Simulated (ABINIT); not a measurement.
## Ti: equation of state with r2SCAN

The system is Ti.

```xyz
1
Lattice="-1.6410 1.6410 1.6410 1.6410 -1.6410 1.6410 1.6410 1.6410 -1.6410" Properties=species:S:1:pos:R:3 pbc="T T T"
Ti    0.0000    0.0000    0.0000
```

This isn't the form of Ti at room conditions, which is hcp.

```
Program             : ABINIT 10.8.3 (patched build)
Task                : equation of state
Functional          : r2SCAN
Potentials or basis : Ansatz NC r2SCAN
Cutoff              : 1361 eV
k mesh              : 9 × 9 × 9
Occupations         : fermi-dirac, width 0.05 eV
Spin                : no spin polarisation
```

| Item | Value |
| --- | --- |
| Equilibrium volume | 17.23 Å³/atom |
| Bulk modulus | 107 GPa |
| Pressure derivative of the bulk modulus | 3.1 |

Energy against volume, from the lowest point:
```
volume (Å³/atom)  energy (meV/atom)
          16.616               7.61
          16.969               1.21
          17.323               0.00
          17.676               3.52
          18.030              11.38
          18.383              23.26
          18.737              38.86
```

Wall time 7.7 min on 4 MPI ranks on Intel(R) Xeon(R) Platinum 8488C (Sapphire Rapids), on a shared host, peak memory 0.64 GiB a rank.

Caveat: pressures at fixed basis lie under the slope of the energies.
